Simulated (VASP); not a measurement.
# AlN (P6_3/mmc) in VASP: further runs

Aim: see how the results for AlN move with the level of theory and the settings. Levels: PBEsol, r2SCAN. Tasks: single point.

All numbers are computed with VASP 6.6.1; they aren't measurements. Logs are shortened: lines on timing, memory, paths and dates and some standing lists are left out, and cuts for length are marked.

## (1) The structure

Symmetry: P6_3/mmc, No. 194, hexagonal system. Conventional cell: a = 3.301 Å, b = 3.301 Å, c = 4.138 Å, α = 90.00°, β = 90.00°, γ = 120.00°. Around Al (site symmetry -6m2) lie 5 N at 1.91 to 2.07 Å. N (site symmetry -6m2) is surrounded by 5 Al at 1.91 to 2.07 Å.

Measurements of this composition are mostly on another form, of space group No. 186.

## (2) Single point, PBEsol

Contents of INCAR:

```
SYSTEM = AlN
ALGO = Fast ; EDIFF = 1E-7
ENCUT = 700 ; GGA = PS
ISIF = 2 ; ISMEAR = 0
LASPH = .True. ; LCHARG = .False.
LREAL = .False. ; LWAVE = .False.
NELM = 60 ; PREC = Accurate
SIGMA = 0.02
```

Contents of KPOINTS:

```
k-points
0
Gamma
  9 9 6
  0 0 0
```

Contents of POSCAR:

```
AlN
1.0
    3.3007800000      0.0000000000      0.0000000000
   -1.6503900000      2.8585600000      0.0000000000
    0.0000000000      0.0000000000      4.1384300000
Al N
2 2
Direct
    0.3333300000      0.6666700000      0.7500000000
    0.6666700000      0.3333300000      0.2500000000
    0.3333300000      0.6666700000      0.2500000000
    0.6666700000      0.3333300000      0.7500000000
```

Potentials or basis: VASP PAW PBE potentials, release 64 (Al, N).

Run with:

```sh
$ cat potpaw_PBE.64/Al/POTCAR potpaw_PBE.64/N/POTCAR > POTCAR
$ mpirun -np 1 vasp_std > vasp.out
```

OUTCAR:

```text
SYSTEM = AlN
   EDIFF = 1E-7
   ENCUT = 700
   GGA = PS
   ISIF = 2
   ISMEAR = 0
   LASPH = .True.
   LREAL = .False.
   NELM = 60
   PREC = Accurate

 ion  position               nearest neighbor table
   1  0.333  0.667  0.750-   4 1.91   4 1.91   4 1.91   3 2.07   3 2.07   2 2.81   2 2.81   2 2.81
                             2 2.81   2 2.81   2 2.81
   2  0.667  0.333  0.250-   3 1.91   3 1.91   3 1.91   4 2.07   4 2.07   1 2.81   1 2.81   1 2.81
                             1 2.81   1 2.81   1 2.81
   3  0.333  0.667  0.250-   2 1.91   2 1.91   2 1.91   1 2.07   1 2.07
   4  0.667  0.333  0.750-   1 1.91   1 1.91   1 1.91   2 2.07   2 2.07

  LATTYP: Found a hexagonal cell.
 ALAT       =     3.3007800000
 C/A-ratio  =     1.2537733505

  Lattice vectors:

 A1 = (   3.3007800000,   0.0000000000,   0.0000000000)
 A2 = (  -1.6503900000,   2.8585600000,   0.0000000000)
 A3 = (   0.0000000000,   0.0000000000,   4.1384300000)

Analysis of symmetry for initial positions (statically):
=====================================================================
 Subroutine PRICEL returns:
 Original cell was already a primitive cell.

 Routine SETGRP: Setting up the symmetry group for a
 hexagonal supercell.

 Subroutine GETGRP returns: Found  8 space group operations
 (whereof  4 operations were pure point group operations)
 out of a pool of 24 trial point group operations.

The static configuration has the point symmetry C_2h.
 The point group associated with its full space group is D_2h.

Analysis of symmetry for dynamics (positions and initial velocities):
=====================================================================
 Subroutine PRICEL returns:
 Original cell was already a primitive cell.

 Routine SETGRP: Setting up the symmetry group for a
 hexagonal supercell.

 Subroutine GETGRP returns: Found  8 space group operations
 (whereof  4 operations were pure point group operations)
 out of a pool of 24 trial point group operations.

The dynamic configuration has the point symmetry C_2h.
 The point group associated with its full space group is D_2h.

 Subroutine INISYM returns: Found  8 space group operations
 (whereof  4 operations are pure point group operations),
 and found     1 'primitive' translations

----------------------------------------------------------------------------------------

                                     Primitive cell

  volume of cell :      39.0481

  direct lattice vectors                    reciprocal lattice vectors
     3.300780000  0.000000000  0.000000000     0.302958695  0.174913243  0.000000000
    -1.650390000  2.858560000  0.000000000     0.000000000  0.349826486  0.000000000
     0.000000000  0.000000000  4.138430000     0.000000000  0.000000000  0.241637529

  length of vectors
     3.300780000  3.300780578  4.138430000     0.349826547  0.349826486  0.241637529

  position of ions in fractional coordinates (direct lattice)
     0.333330000  0.666670000  0.750000000
     0.666670000  0.333330000  0.250000000
     0.333330000  0.666670000  0.250000000
     0.666670000  0.333330000  0.750000000

  ion indices of the primitive-cell ions
   primitive index   ion index
                 1           1
                 2           2
                 3           3
                 4           4

----------------------------------------------------------------------------------------

 KPOINTS: k-points

Automatic generation of k-mesh.
 Grid dimensions read from file:
 generate k-points for:    9    9    6

 Generating k-lattice:

  Cartesian coordinates                     Fractional coordinates (reciprocal lattice)
     0.033662077  0.019434805  0.000000000     0.111111111  0.000000000  0.000000000
     0.000000000  0.038869610  0.000000000     0.000000000  0.111111111  0.000000000
     0.000000000  0.000000000  0.040272922     0.000000000  0.000000000  0.166666667

  Length of vectors
     0.038869616  0.038869610  0.040272922

  Shift w.r.t. Gamma in fractional coordinates (k-lattice)
     0.000000000  0.000000000  0.000000000

 Subroutine IBZKPT returns following result:
 ===========================================

 Found    100 irreducible k-points:

 Following reciprocal coordinates:
            Coordinates               Weight
  0.000000  0.000000  0.000000      1.000000
  0.111111 -0.000000  0.000000      4.000000
 -0.111111  0.111111  0.000000      2.000000
  0.222222 -0.000000  0.000000      4.000000
 -0.222222  0.222222  0.000000      2.000000
  0.333333 -0.000000  0.000000      4.000000
[... 16 lines left out ...]
 -0.222222 -0.444444  0.000000      4.000000
  0.444444  0.333333  0.000000      4.000000
 [... further k-points ...]
   k-points           NKPTS =    100   k-points in BZ     NKDIM =    100   number of bands    NBANDS=     12
   number of dos      NEDOS =    301   number of ions     NIONS =      4
   total plane-waves  NPLWV =  28224
   dimension x,y,z NGX =    28 NGY =   28 NGZ =   36
   dimension x,y,z NGXF=    56 NGYF=   56 NGZF=   72
   ions per type =               2   2
   NGX,Y,Z   is equivalent  to a cutoff of  14.10, 14.10, 14.46 a.u.
   NGXF,Y,Z  is equivalent  to a cutoff of  28.20, 28.20, 28.92 a.u.
 SYSTEM =  AlN
   PREC   = accura    normal or accurate (medium, high low for compatibility)
   ISTART =      0    job   : 0-new  1-cont  2-samecut
   ICHARG =      2    charge: 1-file 2-atom 10-const
   ISPIN  =      1    spin polarized calculation?
   LNONCOLLINEAR =      F non collinear calculations
   LSORBIT =      F    spin-orbit coupling
   LASPH  =      T    aspherical Exc in radial PAW
   ENCUT  =  700.0 eV  51.45 Ry    7.17 a.u.   7.12  7.12  8.93*2*pi/ulx,y,z
   NELM   =     60;   NELMIN=  2; NELMDL= -5     # of ELM steps
   EDIFF  = 0.1E-06   stopping-criterion for ELM
   LREAL  =      F    real-space projection
   EDIFFG = 0.1E-05   stopping-criterion for IOM
   NSW    =      0    number of steps for IOM
   IBRION =     -1    ionic relax: 0-MD 1-quasi-New 2-CG
   NFREE  =      0    steps in history (QN), initial steepest desc. (CG)
   ISIF   =      2    stress and relaxation
   ISYM   =      2    0-nonsym 1-usesym 2-fastsym
   POTIM  = 0.5000    time-step for ionic-motion
   TEBEG  =    0.0;   TEEND  =   0.0 temperature during run
   PSTRESS=    0.0 pullay stress
   NELECT =      16.0000    total number of electrons
   NUPDOWN=      -1.0000    fix difference up-down
   EMIN   =  10.00;   EMAX   =-10.00  energy-range for DOS
   EFERMI =   0.00;   METHOD = LEGACY
   ISMEAR =     0;   SIGMA  =   0.02  broadening in eV -4-tet -1-fermi 0-gaus
   EFERMI_NEDOS =   21; number of points for ismear=-14 and -15
   IALGO  =     68    algorithm
   IMIX   =      4    mixing-type and parameters
     AMIX     =   0.40;   BMIX     =  1.00
     AMIX_MAG =   1.60;   BMIX_MAG =  1.00
  volume/ion in A,a.u.               =       9.76        65.88
  Fermi-wavevector in a.u.,A,eV,Ry     =   1.215948  2.297808 20.116614  1.478529
  Thomas-Fermi vector in A             =   2.351318
   LORBIT       =      0    0 simple, 1 ext, 2 COOP (PROOUT), +10 PAW based schemes
   GGA     = PS    functional components
   LHFCALC =     F    Hartree Fock is set to
   AEXX    =    0.0000 exact exchange contribution
   IVDW    =     0    specifies the selected vdW correction
   LEPSILON=     F    determine dielectric tensor
   LRPA    =     F    only Hartree local field effects (RPA)
 non-spin polarized calculation
 RMM-DIIS sequential band-by-band and
 Gauss-broadening in eV      SIGMA  =   0.02
  energy-cutoff  :      700.00
  volume of cell :       39.05
 maximum number of plane-waves:      1662
   NGX = 15   NGY = 15   NGZ = 17

 number of electron      16.0000002 magnetization

 Free energy of the ion-electron system (eV)
  ---------------------------------------------------
  ext. energy  EPLUGINS =         0.00000000
  ---------------------------------------------------
  free energy    TOTEN  =       -30.95644646 eV

  energy without entropy =      -30.95644646  energy(sigma->0) =      -30.95644646

 E-fermi :   8.1254     XC(G=0): -11.4350

 val. band max:        8.0380198994   @ k =   0.0000   0.0000   0.0000
 cond. band min:      11.3847883338   @ k =   0.0000   0.0000   0.0000
 fundamental gap:      3.3467684344
 Fermi energy:         8.1254242288

 k-point     1 :       0.0000    0.0000    0.0000
  band No.  band energies     occupation
      1      -8.8479      2.00000
      2      -5.0358      2.00000
      3       1.0468      2.00000
      4       4.7045      2.00000
      5       4.7047      2.00000
      6       6.4342      2.00000
      7       6.4342      2.00000
      8       8.0380      2.00000
      9      11.3848      0.00000
     10      12.5246      0.00000
     11      16.2551      0.00000
     12      16.2552      0.00000

 k-point     2 :       0.1111   -0.0000    0.0000
  band No.  band energies     occupation
      1      -8.7044      2.00000
      2      -5.0354      2.00000
      3       1.1996      2.00000
      4       4.2007      2.00000
      5       4.4994      2.00000
      6       5.9419      2.00000
      7       6.5148      2.00000
      8       7.7926      2.00000
      9      12.0080      0.00000
     10      13.0476      0.00000
     11      15.7518      0.00000
     12      16.6314      0.00000
[... 301 lines left out ...]
 k-point    23 :      -0.2222   -0.4444    0.0000
  band No.  band energies     occupation
      1      -6.7411      2.00000
      2      -5.8039      2.00000
      3       1.3906      2.00000
      4       3.1495      2.00000
      5       3.4747      2.00000
      6       3.9566      2.00000
      7       4.9113      2.00000
      8       5.8314      2.00000
      9      13.5478      0.00000
     10      13.5532      0.00000
     11      16.6404      0.00000
     12      16.6968      0.00000

 k-point    24 :       0.4444    0.3333    0.0000
  band No.  band energies     occupation
      1      -6.7411      2.00000
      2      -5.8039      2.00000
      3       1.3905      2.00000
      4       3.1494      2.00000
      5       3.4747      2.00000
      6       3.9567      2.00000
      7       4.9114      2.00000
      8       5.8313      2.00000
      9      13.5478      0.00000
     10      13.5532      0.00000
     11      16.6404      0.00000
     12      16.6968      0.00000

 [... further k-points ...]

------------------------ aborting loop because EDIFF is reached ----------------------------------------

  FORCE on cell =-STRESS in cart. coord.  units (eV):
  Direction    XX          YY          ZZ          XY          YZ          ZX
  --------------------------------------------------------------------------------------
  -------------------------------------------------------------------------------------
  Total       -0.0019874     -0.0010398      0.0014600      0.0008206      0.0000000      0.0000000
  in kB       -0.0815454     -0.0426646      0.0599053      0.0336717      0.0000000      0.0000000
  external PRESSURE =      -0.0214349 kB  Pullay stress =       0.0000000 kB

 VOLUME and BASIS-vectors are now :
 -----------------------------------------------------------------------------
  energy-cutoff  :      700.00
  volume of cell :       39.05
      direct lattice vectors                 reciprocal lattice vectors
     3.300780000  0.000000000  0.000000000     0.302958695  0.174913243  0.000000000
    -1.650390000  2.858560000  0.000000000     0.000000000  0.349826486  0.000000000
     0.000000000  0.000000000  4.138430000     0.000000000  0.000000000  0.241637529

 POSITION                                       TOTAL-FORCE (eV/Angst)
 -----------------------------------------------------------------------------------
     -0.00002      1.90572      3.10382         0.000484     -0.000279      0.000000
      1.65041      0.95284      1.03461        -0.000484      0.000279      0.000000
     -0.00002      1.90572      1.03461         0.000504     -0.000291      0.000000
      1.65041      0.95284      3.10382        -0.000504      0.000291     -0.000000
 -----------------------------------------------------------------------------------
    total drift:                               -0.000000      0.000000     -0.000000

  FREE ENERGIE OF THE ION-ELECTRON SYSTEM (eV)
  ---------------------------------------------------
  free  energy   TOTEN  =       -30.9564464636 eV

  energy  without entropy=      -30.9564464636  energy(sigma->0) =      -30.95644646
```

Wall time 49 s (1 thread of Intel Xeon Platinum 8559C (Emerald Rapids), shared host); peak memory 0.2 GiB.

Results:

```
Free energy            : -30.9564 eV
Pressure               : 0.0 GPa
Band gap on the k mesh : 3.35 eV, direct
```

Levels at points of the mesh, in eV from the valence-band top:
```tsv
k point	band 6	band 7	band 8	band 9	band 10	band 11
(0.00, 0.00, 0.00)	-1.60	-1.60	0.00	3.35	4.49	8.22
(0.00, 0.00, 0.50)	-2.51	-2.51	-2.51	5.71	5.71	8.38
```

Caveat: the PAW data sets were made with another functional, which shifts forces and pressure a little.

## (3) Single point, PBEsol

Changes to INCAR since step 2:

```diff
@@ -2,3 +2,3 @@
 ALGO = Fast ; EDIFF = 1E-7
-ENCUT = 700 ; GGA = PS
+ENCUT = 520 ; GGA = PS
 ISIF = 2 ; ISMEAR = 0
```

Contents of KPOINTS:

```
k-points
0
Gamma
  12 12 8
  0 0 0
```

POSCAR is that of step 2.

Potentials or basis: VASP PAW PBE potentials, release 64 (Al, N).

Run with:

```sh
$ cat potpaw_PBE.64/Al/POTCAR potpaw_PBE.64/N/POTCAR > POTCAR
$ mpirun -np 1 vasp_std > vasp.out
```

OUTCAR:

```text
SYSTEM = AlN
   EDIFF = 1E-7
   ENCUT = 520
   GGA = PS
   ISIF = 2
   ISMEAR = 0
   LASPH = .True.
   LREAL = .False.
   NELM = 60
   PREC = Accurate

 ion  position               nearest neighbor table
   1  0.333  0.667  0.750-   4 1.91   4 1.91   4 1.91   3 2.07   3 2.07   2 2.81   2 2.81   2 2.81
                             2 2.81   2 2.81   2 2.81
   2  0.667  0.333  0.250-   3 1.91   3 1.91   3 1.91   4 2.07   4 2.07   1 2.81   1 2.81   1 2.81
                             1 2.81   1 2.81   1 2.81
   3  0.333  0.667  0.250-   2 1.91   2 1.91   2 1.91   1 2.07   1 2.07
   4  0.667  0.333  0.750-   1 1.91   1 1.91   1 1.91   2 2.07   2 2.07

  LATTYP: Found a hexagonal cell.
 ALAT       =     3.3007800000
 C/A-ratio  =     1.2537733505

  Lattice vectors:

 A1 = (   3.3007800000,   0.0000000000,   0.0000000000)
 A2 = (  -1.6503900000,   2.8585600000,   0.0000000000)
 A3 = (   0.0000000000,   0.0000000000,   4.1384300000)

Analysis of symmetry for initial positions (statically):
=====================================================================
 Subroutine PRICEL returns:
 Original cell was already a primitive cell.

[... 196 lines left out ...]
     10      12.5244      0.00000
     11      16.2553      0.00000
     12      16.2554      0.00000
[... 331 lines left out ...]
 k-point    24 :      -0.4167    0.3333    0.0000
  band No.  band energies     occupation
      1      -7.3796      2.00000
      2      -5.4285      2.00000
      3       1.8553      2.00000
      4       2.6818      2.00000
      5       3.3468      2.00000
      6       4.2189      2.00000
      7       5.7361      2.00000
      8       6.4884      2.00000
      9      12.4490      0.00000
     10      15.0804      0.00000
     11      15.3762      0.00000
     12      16.7630      0.00000

 [... further k-points ...]

------------------------ aborting loop because EDIFF is reached ----------------------------------------

  FORCE on cell =-STRESS in cart. coord.  units (eV):
  Direction    XX          YY          ZZ          XY          YZ          ZX
  --------------------------------------------------------------------------------------
  -------------------------------------------------------------------------------------
  Total        0.0313038      0.0322676      0.0335223      0.0008346      0.0000000     -0.0000000
  in kB        1.2844247      1.3239693      1.3754503      0.0342462      0.0000000     -0.0000000
  external PRESSURE =       1.3279481 kB  Pullay stress =       0.0000000 kB

 VOLUME and BASIS-vectors are now :
 -----------------------------------------------------------------------------
  energy-cutoff  :      520.00
  volume of cell :       39.05
      direct lattice vectors                 reciprocal lattice vectors
     3.300780000  0.000000000  0.000000000     0.302958695  0.174913243  0.000000000
    -1.650390000  2.858560000  0.000000000     0.000000000  0.349826486  0.000000000
     0.000000000  0.000000000  4.138430000     0.000000000  0.000000000  0.241637529

 POSITION                                       TOTAL-FORCE (eV/Angst)
 -----------------------------------------------------------------------------------
     -0.00002      1.90572      3.10382         0.000485     -0.000280     -0.000000
      1.65041      0.95284      1.03461        -0.000485      0.000280     -0.000000
     -0.00002      1.90572      1.03461         0.000512     -0.000295      0.000000
      1.65041      0.95284      3.10382        -0.000512      0.000295      0.000000
 -----------------------------------------------------------------------------------
    total drift:                               -0.000000      0.000000     -0.000000

  FREE ENERGIE OF THE ION-ELECTRON SYSTEM (eV)
  ---------------------------------------------------
  free  energy   TOTEN  =       -30.9458281582 eV

  energy  without entropy=      -30.9458281582  energy(sigma->0) =      -30.94582816
```

Run time: 84 s. Hardware: 1 thread of Intel Xeon Platinum 8559C (Emerald Rapids), shared host; peak memory 0.22 GiB.

What came out:

```yaml
Free_energy: -30.9458 eV
Pressure: 0.1 GPa
Band_gap_on_the_k_mesh: 3.35 eV, direct
```

Caveat: the PAW data sets were made with another functional, which shifts forces and pressure a little. A k mesh can miss the band edges.

## (4) Single point, PBEsol

Changes to INCAR since step 3:

```diff
@@ -7,2 +7,2 @@
 NELM = 60 ; PREC = Accurate
-SIGMA = 0.02
+SIGMA = 0.5
```

Contents of KPOINTS:

```
k-points
0
Gamma
  9 9 6
  0 0 0
```

POSCAR is that of step 3.

Run with:

```sh
$ cat potpaw_PBE.64/Al/POTCAR potpaw_PBE.64/N/POTCAR > POTCAR
$ mpirun -np 1 vasp_std > vasp.out
```

Wall time 37 s (1 thread of Intel Xeon Platinum 8559C (Emerald Rapids), shared host); peak memory 0.18 GiB.

The run converged. Its results:

```
Free energy            : -30.9458 eV
Pressure               : 0.1 GPa
Band gap on the k mesh : 3.35 eV, direct
```

Levels at points of the mesh, in eV from the valence-band top:
```csv
k point,band 4,band 5,band 6,band 7,band 8,band 9,band 10,band 11,band 12
"(0.00, 0.00, 0.00)",-3.33,-3.33,-1.60,-1.60,0.00,3.35,4.49,8.22,8.22
"(0.00, 0.00, 0.50)",-3.74,-2.51,-2.51,-2.51,-2.51,5.71,5.71,8.38,8.38
```

Caveat: the PAW data sets were made with another functional, which shifts forces and pressure a little. A hybrid or GW would open this gap; PBEsol tends to underestimate it.

## (5) Single point, PBEsol

Contents of INCAR:

```
SYSTEM = AlN
ALGO = Fast ; EDIFF = 1E-7
ENCUT = 900 ; GGA = PS
ISIF = 2 ; ISMEAR = 0
LASPH = .True. ; LCHARG = .False.
LREAL = .False. ; LWAVE = .False.
NELM = 60 ; PREC = Accurate
SIGMA = 0.02
```

KPOINTS is that of step 4.

POSCAR is that of step 4.

Potentials or basis: VASP PAW PBE potentials, release 64 (Al, N_h).

Run with:

```sh
$ cat potpaw_PBE.64/Al/POTCAR potpaw_PBE.64/N_h/POTCAR > POTCAR
$ mpirun -np 1 vasp_std > vasp.out
```

Wall time 57 s (1 thread of Intel Xeon Platinum 8559C (Emerald Rapids), shared host); peak memory 0.25 GiB.

Results (log left out):

```yaml
Free_energy: -30.9617 eV
Pressure: 0.0 GPa
Band_gap_on_the_k_mesh: 3.35 eV, direct
```

Levels at points of the mesh, in eV from the valence-band top:
| k point | band 6 | band 7 | band 8 | band 9 | band 10 | band 11 |
| --- | --- | --- | --- | --- | --- | --- |
| (0.00, 0.00, 0.00) | -1.60 | -1.60 | 0.00 | 3.35 | 4.49 | 8.22 |
| (0.00, 0.00, 0.50) | -2.51 | -2.51 | -2.51 | 5.71 | 5.71 | 8.38 |

Caveat: the cutoff is under 1.25 times the usual one of these potentials, so pressure, stress and relaxed cells hold a basis-set (Pulay) error; the PAW data sets were made with another functional, which shifts forces and pressure a little. PBEsol gaps usually lie below the measured ones, often by a third to a half.

(Part 1 of 2 ends here.)
